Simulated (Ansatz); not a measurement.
A (100) slab of ZrN (Fm-3m (No. 225)), 5 planes, outer planes ZrN (top) and ZrN (bottom), with 10 atoms (Zr5N5) in a surface cell of A = 10.361 Å², as cut from the bulk:

```
CELL_PARAMETERS angstrom
3.21888 0.00000 0.00000
0.00000 3.21888 0.00000
0.00000 0.00000 24.10437
ATOMIC_POSITIONS crystal
Zr 0.50000 0.50000 0.31115
N 0.00000 0.00000 0.31115
Zr 0.00000 0.00000 0.40557
N 0.50000 0.50000 0.40557
Zr 0.50000 0.50000 0.50000
N 0.00000 0.00000 0.50000
Zr 0.00000 0.00000 0.59443
N 0.50000 0.50000 0.59443
Zr 0.50000 0.50000 0.68885
N 0.00000 0.00000 0.68885
```

The calculation used DFT PBEsol, scalar-relativistic, plane waves, PAW (Ansatz). Cutoff 420 eV; k points 11×11×1 on the computed 10-atom cell (Γ-centred); Gaussian smearing, width 0.10 eV; no spin polarisation. The cell repeats along c with a dipole correction in the vacuum.

Against the same 10 atoms in the bulk, the slab as cut lies 2.412 eV higher and the relaxed slab 2.094 eV higher.

Question: Work out the surface energy before and after relaxation.

Answer: The slab has two faces, so γ = (E_slab − N·E_bulk)/(2A), the mean of both. As cut: 2.412/(2 × 10.361) = 0.1164 eV/Å², and 1 eV/Å² = 16.02 J/m², so γ = 1.86 J/m². Relaxed: 2.094/(2 × 10.361) = 0.1011 eV/Å² = 1.62 J/m². Relaxation recovers 13 % of the cost of cutting.

Question: What is the ideal work of this cut, per area?

Answer: Griffith's ideal work is 2γ: 3.73 J/m² if the new faces stay rigid, 3.24 J/m² if they relax. One thickness was run, 5 planes, so γ can still shift with it.

Spin polarisation was left out, and a magnetic state may lie lower.